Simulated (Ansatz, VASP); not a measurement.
**Y in VASP and in Ansatz**

```
Y
1.0
     3.65150    0.00000    0.00000
    -1.82575    3.16229    0.00000
     0.00000    0.00000    5.68993
Y
2
Direct
  0.33333 0.66667 0.25000
  0.66667 0.33333 0.75000
```

Change from the starting cell: zz strain of -1 %.

Alike in both runs: task single point; functional LDA; k mesh 12 × 12 × 7; occupations fermi-dirac, width 0.08 eV; no spin polarisation.

|  | VASP | Ansatz |
| --- | --- | --- |
| version | VASP 6.6.1 | Ansatz 0.2.0 |
| potentials or method | VASP PAW LDA potentials, release 64 (Y_sv), cutoff 520 eV | all-electron LAPW, scalar-relativistic |

Ansatz gave:

- pressure (GPa): -3.6
- largest component of the traceless stress (GPa): 0.05

Q: What did VASP give for the same quantities?

A: Pressure (GPa): -3.6; largest component of the traceless stress (GPa): 0.04.

Ansatz ran all-electron here, so the differences hold the error of VASP's frozen core and of both bases.
